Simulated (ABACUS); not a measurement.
# Sn (I4_1/amd) in ABACUS: reference runs

How does Sn come out in PBE? The cell is run as given and disturbed.

Program: ABACUS 3.10.1. These are calculated values, not measurements. Logs are shortened: lines on timing, memory, paths and dates and some standing lists are left out, and cuts for length are marked.

### Step 1. The crystal as given

The structure is tetragonal, space group I4_1/amd (No. 141). Conventional cell: a = 5.880 Å, b = 5.880 Å, c = 3.199 Å, α = 90.00°, β = 90.00°, γ = 90.00°. Sn (site symmetry -4m2) has 6 Sn at 3.05 to 3.20 Å as nearest neighbours.

### Step 2. Single point, PBE

The input, INPUT:

```
INPUT_PARAMETERS
suffix              Sn
calculation         scf
basis_type          pw
pseudo_dir          ./
symmetry            1
dft_functional      pbe
ecutwfc             73
pseudo_rcut         10
nspin               1
nbands              18
ks_solver           dav
smearing_method     fd
smearing_sigma      0.00367493
scf_thr             1e-08
scf_nmax            100
mixing_type         broyden
mixing_beta         0.7
cal_force           1
cal_stress          1
out_chg             1
out_pot             2
out_elf             1
```

The input, STRU:

```
ATOMIC_SPECIES
Sn 118.7100 Sn.upf

LATTICE_CONSTANT
1.8897261246

LATTICE_VECTORS
-2.9401404553 2.9401404553 1.5993019889
2.9401404553 -2.9401404553 1.5993019889
2.9401404553 2.9401404553 -1.5993019889

ATOMIC_POSITIONS
Direct

Sn
0.0
2
0.0000000000 0.0000000000 0.0000000000 1 1 1
0.7500000000 0.2500000000 0.5000000000 1 1 1
```

The input, KPT:

```
K_POINTS
0
Gamma
9 9 9 0 0 0
```

Potentials or basis: PseudoDojo NC SR 0.4.1 PBE standard, plane waves.

Run with:

```bash
$ OMP_NUM_THREADS=1 mpirun -np 4 abacus > log
```

running log:

```text
ABACUS v3.10.1

               Atomic-orbital Based Ab-initio Computation at UStc

 ------------------------------------------------------------------------------------

 READING GENERAL INFORMATION
                           global_out_dir = OUT.Sn/
                           global_in_card = INPUT
                               pseudo_dir = ./
                              orbital_dir =
                                    DSIZE = 4
                                    GSIZE = 1

 READING UNITCELL INFORMATION
                                    ntype = 1
                  lattice constant (Bohr) = 1.88973
              lattice constant (Angstrom) = 1

 READING ATOM TYPE 1
                               atom label = Sn
                      L=0, number of zeta = 1
                      L=1, number of zeta = 1
                      L=2, number of zeta = 1
             number of atom for this type = 2

                        TOTAL ATOM NUMBER = 2
DIRECT COORDINATES
    atom                   x                   y                   z     mag                  vx                  vy                  vz
taud_Sn1            0.0000000000        0.0000000000        0.0000000000  0.0000        0.0000000000        0.0000000000        0.0000000000
taud_Sn2            0.7500000000        0.2500000000        0.5000000000  0.0000        0.0000000000        0.0000000000        0.0000000000

                          Volume (Bohr^3) = 373.184
                             Volume (A^3) = 55.3001

 Lattice vectors: (Cartesian coordinate: in unit of a_0)
             -2.94014            +2.94014             +1.5993
             +2.94014            -2.94014             +1.5993
             +2.94014            +2.94014             -1.5993
 Reciprocal vectors: (Cartesian coordinate: in unit of 2 pi/a_0)
                   +0            +0.17006           +0.312636
             +0.17006                  +0           +0.312636
             +0.17006            +0.17006                  +0
 The esolver type has been set to : ksdft_pw

                PAO radial cut off (Bohr) = 10

 Read in pseudopotential file is Sn.upf
                     pseudopotential type = NC
          exchange-correlation functional = PBE
                 nonlocal core correction = 1
                        valence electrons = 14
                                     lmax = 2
                           number of zeta = 3
                     number of projectors = 6
                           L of projector = 0
                           L of projector = 0
                           L of projector = 1
                           L of projector = 1
                           L of projector = 2
                           L of projector = 2
     initial pseudo atomic orbital number = 18

 SETUP THE ELECTRONS NUMBER
            electron number of element Sn = 14
      total electron number of element Sn = 28
            AUTOSET number of electrons:  = 28
                           occupied bands = 14
                                   NBANDS = 18
                                   NLOCAL = 18

%%%%%%%%%%%%%%%%%%%%%%%%%%%%%%%%%%%%%%%%%%%%%%%%%%%%%%%%%%%%%%%%%%%%%%%%%%%%%%%%%%%%%%%%%%%%%%%%%%%%%%%%%%
 Warning: the number of valence electrons in pseudopotential > 4 for Sn: [Kr] 4d10 5s2 5p2
 Pseudopotentials with additional electrons can yield (more) accurate outcomes, but may be less efficient.
 If you're confident that your chosen pseudopotential is appropriate, you can safely ignore this warning.
%%%%%%%%%%%%%%%%%%%%%%%%%%%%%%%%%%%%%%%%%%%%%%%%%%%%%%%%%%%%%%%%%%%%%%%%%%%%%%%%%%%%%%%%%%%%%%%%%%%%%%%%%%

 SETUP THE PLANE WAVE BASIS
 energy cutoff for charge/potential (unit:Ry) = 292
            fft grid for charge/potential = [ 45, 45, 45 ]
                        fft grid division = [ 1, 1, 1 ]
        big fft grid for charge/potential = [ 45, 45, 45 ]
                                     nbxx = 24300
                                     nrxx = 24300

 SETUP PLANE WAVES FOR CHARGE/POTENTIAL
                    number of plane waves = 31433
                         number of sticks = 1099

 PARALLEL PW FOR CHARGE/POTENTIAL
     PROC   COLUMNS(POT)             PW
        1            274           7856
        2            275           7859
        3            275           7859
        4            275           7859
 --------------- sum -------------------
        4           1099          31433
                            number of |g| = 1593
                                  max |g| = 26.3874
                                  min |g| = 0.231363

----------- Double Check Mixing Parameters Begin ------------
mixing_type: broyden
mixing_beta: 0.7
mixing_gg0: 1
mixing_gg0_min: 0.1
mixing_ndim: 8
----------- Double Check Mixing Parameters End ------------

 LATTICE VECTORS: (CARTESIAN COORDINATE: IN UNIT OF A0)
             -2.94014            +2.94014             +1.5993
             +2.94014            -2.94014             +1.5993
             +2.94014            +2.94014             -1.5993
                       right hand lattice = 1
                                   NORM_A = 4.45495
                                   NORM_B = 4.45495
                                   NORM_C = 4.45495
                           ALPHA (DEGREE) = 97.4047
                           BETA  (DEGREE) = 97.4047
                           GAMMA (DEGREE) = 137.923

 The lattice vectors have been changed (STRU_SIMPLE.cif)

(for optimal symmetric configuration:)
                             BRAVAIS TYPE = 6
                     BRAVAIS LATTICE NAME = 06. Tetrogonal I (body-centered)
                                    ibrav = 6
                                    IBRAV = 6
                                  BRAVAIS = BODY CENTERED TETROGONAL CELL
                       LATTICE CONSTANT A = 5.88028
                                C/A RATIO = 0.543954
Original cell was already a primitive cell.
                        ROTATION MATRICES = 16
              PURE POINT GROUP OPERATIONS = 8
                   SPACE GROUP OPERATIONS = 16
                                       C2 = 3
                                       C3 = 0
                                       C4 = 0
                                       C6 = 0
                                       S1 = 2
                                       S3 = 0
                                       S4 = 2
                                       S6 = 0
                              POINT GROUP = D_2d
               POINT GROUP IN SPACE GROUP = D_4h

 SETUP K-POINTS
                                    nspin = 1
                   Input type of k points = Monkhorst-Pack(Gamma)
                                   nkstot = 729
                       right hand lattice = 1
(for reciprocal lattice: )
                             BRAVAIS TYPE = 6
                     BRAVAIS LATTICE NAME = 06. Tetrogonal I (body-centered)
                                    ibrav = 6
                       right hand lattice = 1
(for k-lattice: )
                             BRAVAIS TYPE = 6
                     BRAVAIS LATTICE NAME = 06. Tetrogonal I (body-centered)
                                    ibrav = 6
                       right hand lattice = 1
                        ROTATION MATRICES = 16
                               nkstot_ibz = 75
K-POINTS REDUCTION ACCORDING TO SYMMETRY
     IBZ    DIRECT_X    DIRECT_Y    DIRECT_Z  WEIGHT  ibz2bz
       1  0.00000000  0.00000000  0.00000000  0.0014       0
       2 -0.11111111  0.00000000  0.11111111  0.0110       1
       3 -0.22222222  0.00000000  0.22222222  0.0110       2
       4 -0.33333333  0.00000000  0.33333333  0.0110       3
       5 -0.44444444  0.00000000  0.44444444  0.0110       4
       6  0.11111111  0.11111111 -0.22222222  0.0110      10
[... 22 lines left out ...]
      29 -0.11111111  0.11111111  0.11111111  0.0055      98
      30  0.22222222  0.22222222  0.44444444  0.0110     101
[... 45 further k points ...]

                               nkstot now = 75
[... K-POINTS DIRECT COORDINATES: 75 rows ...]

           k-point number in this process = 75
       minimum distributed K point number = 75
[... stars of the k points ...]

[... K-POINTS CARTESIAN COORDINATES: 75 rows ...]

[... K-POINTS DIRECT COORDINATES: 75 rows ...]

 SETUP PLANE WAVES FOR WAVE FUNCTIONS
     energy cutoff for wavefunc (unit:Ry) = 73
              fft grid for wave functions = [ 45, 45, 45 ]
                    number of plane waves = 5761
                         number of sticks = 353

 PARALLEL PW FOR WAVE FUNCTIONS
     PROC   COLUMNS(POT)             PW
        1             88           1440
        2             88           1440
        3             89           1442
        4             88           1439
 --------------- sum -------------------
        4            353           5761

 SETUP NONLOCAL PSEUDOPOTENTIALS IN PLANE WAVE BASIS
 Sn non-local projectors:
 projector 1 L=0
 projector 2 L=0
 projector 3 L=1
 projector 4 L=1
 projector 5 L=2
 projector 6 L=2
      TOTAL NUMBER OF NONLOCAL PROJECTORS = 36

 Init Non-Local PseudoPotential table :
 Init Non-Local-Pseudopotential done.

                                     npwx = 1000

 Make real space PAO into reciprocal space.
       max mesh points in Pseudopotential = 1001
     dq(describe PAO in reciprocal space) = 0.01
                                    max q = 1030

 number of pseudo atomic orbitals for Sn is 3
WARNING: norm of atomic wavefunction # 2 of atomic type Sn is 0.999999, renormalized
WARNING: norm of atomic wavefunction # 3 of atomic type Sn is 0.999616, renormalized

 -------------------------------------------
 SELF-CONSISTENT
 -------------------------------------------
                                 init_chg = atomic

 PW ALGORITHM --------------- ION=   1  ELEC=   1--------------------------------
 Notice: Threshold on eigenvalues was too large.
 hsover_error=0.28 > DRHO=0.00788244
 Origin diag ethr = 0.01
 New diag ethr = 2.81516e-05

 Density error is 0.00781315917742
                          Error Threshold = 2.81515638502e-05
----------------------------------------------------------
     Energy           Rydberg                 eV
----------------------------------------------------------
 E_KohnSham     -315.2234515492      -4288.8350842957
 E_Harris       -316.0929003849      -4300.6645425807
 E_Fermi        0.7956352942         10.8251735317
----------------------------------------------------------
[... 51 lines left out ...]
 Density error is 1.02808494877e-09
                          Error Threshold = 1.32754983362e-10
----------------------------------------------------------
     Energy           Rydberg                 eV
----------------------------------------------------------
 E_KohnSham     -315.2245293411      -4288.8497484071
 E_KS(sigma->0) -315.2242545718      -4288.8460099788
 E_Harris       -315.2243355524      -4288.8471117770
 E_band         -12.0096959390       -163.4002960174
 E_one_elec     -100.2432053743      -1363.8787788745
 E_Hartree      69.2703705498        942.4717420480
 E_xc           -88.1758270790       -1199.6936741369
 E_Ewald        -196.0753178989      -2667.7415605870
 E_entropy(-TS) -0.0005495386        -0.0074768568
 E_descf        0.0000000000         0.0000000000
 E_exx          0.0000000000         0.0000000000
 E_Fermi        0.7918464407         10.7736235347
----------------------------------------------------------

 charge density convergence is achieved
 final etot is -4288.8497484 eV
 EFERMI = 10.773623535 eV
The vacuum level is 9.3866433406 eV

 STATE ENERGY(eV) AND OCCUPATIONS    NSPIN == 1
 1/75 kpoint (Cartesian) = 0.0000 0.0000 0.0000 (979 pws)
       1       -10.9006     0.00274348
       2       -10.8187     0.00274348
       3       -10.7824     0.00274348
       4       -10.7664     0.00274348
       5       -10.6274     0.00274348
       6       -10.6274     0.00274348
[... 10 lines left out ...]
      17        16.9151    1.24203e-56
      18        17.5100    8.44944e-62
[... 83 lines left out ...]
       2       -10.7594      0.0219479
       3       -10.7428      0.0219479
       4       -10.6877      0.0219479
       5       -10.6672      0.0219479
       6       -10.6564      0.0219479
[... 10 lines left out ...]
      17        14.8445    9.59921e-38
      18        15.8106    3.89955e-46

[... levels at 69 further k points ...]

------------------------------------------------------------------------------------------
 TOTAL-FORCE (eV/Angstrom)
------------------------------------------------------------------------------------------
                       Sn1         0.0000000000         0.0000000000         0.0000000000
                       Sn2         0.0000000000         0.0000000000         0.0000000000
------------------------------------------------------------------------------------------

----------------------------------------------------------------
 TOTAL-STRESS (KBAR)
----------------------------------------------------------------
        16.1434849050         0.0000000000         0.0000000000
         0.0000000000        16.1434849050        -0.0000000000
        -0.0000000000        -0.0000000000        11.7708168321
----------------------------------------------------------------
 TOTAL-PRESSURE: 14.685929 KBAR

 --------------------------------------------
 !FINAL_ETOT_IS -4288.8497484071494910 eV
 --------------------------------------------
```

Wall time 16 s (4 MPI ranks of Intel Xeon 6975P-C (Granite Rapids), shared host); peak memory 0.32 GiB.

What came out:

```
Free energy            : -4288.8497 eV
Pressure               : 1.5 GPa
Band gap on the k mesh : none (metal or under the smearing width)
```

Levels at points of the mesh, in eV from the Fermi level:
```csv
k point,band 10,band 11,band 12,band 13,band 14,band 15,band 16
"(0.00, 0.00, 0.00)",-21.21,-11.01,-3.72,-1.94,-1.94,2.98,6.14
```

### Step 3. Single point, PBE (atoms moved at random, drawn with an rms of 0.05 Å)

INPUT is that of step 2.

STRU: that of step 2 with these lines changed.

```diff
@@ -17,3 +17,3 @@
 2
-0.0000000000 0.0000000000 0.0000000000 1 1 1
-0.7500000000 0.2500000000 0.5000000000 1 1 1
+0.0070650000 -0.0047300000 -0.0123030000 1 1 1
+0.7491880000 0.2445090000 0.4991050000 1 1 1
```

KPT is that of step 2.

Potentials or basis: PseudoDojo NC SR 0.4.1 PBE standard, plane waves.

Run with:

```bash
$ OMP_NUM_THREADS=1 mpirun -np 4 abacus > log
```

Run time: 82 s. Hardware: 4 MPI ranks of Intel Xeon 6975P-C (Granite Rapids), shared host; peak memory 0.68 GiB.

The run converged. Its results:

```
Free energy            : -4288.8441 eV
Pressure               : 1.5 GPa
Largest force          : 0.192 eV/Å
Band gap on the k mesh : none (metal or under the smearing width)
```

Forces in eV/Å, atoms in the order of the input:
```
Sn   0.186  0.048 -0.006
Sn  -0.186 -0.048  0.006
```

Stress tensor (GPa, compression positive):
```
 1.55 -0.02  0.32
-0.02  1.87 -0.08
 0.32 -0.08  1.15
```

Levels at points of the mesh, in eV from the Fermi level:
```csv
k point,band 12,band 13,band 14,band 15,band 16
"(0.00, 0.00, 0.00)",-3.72,-1.95,-1.93,2.97,6.13
```
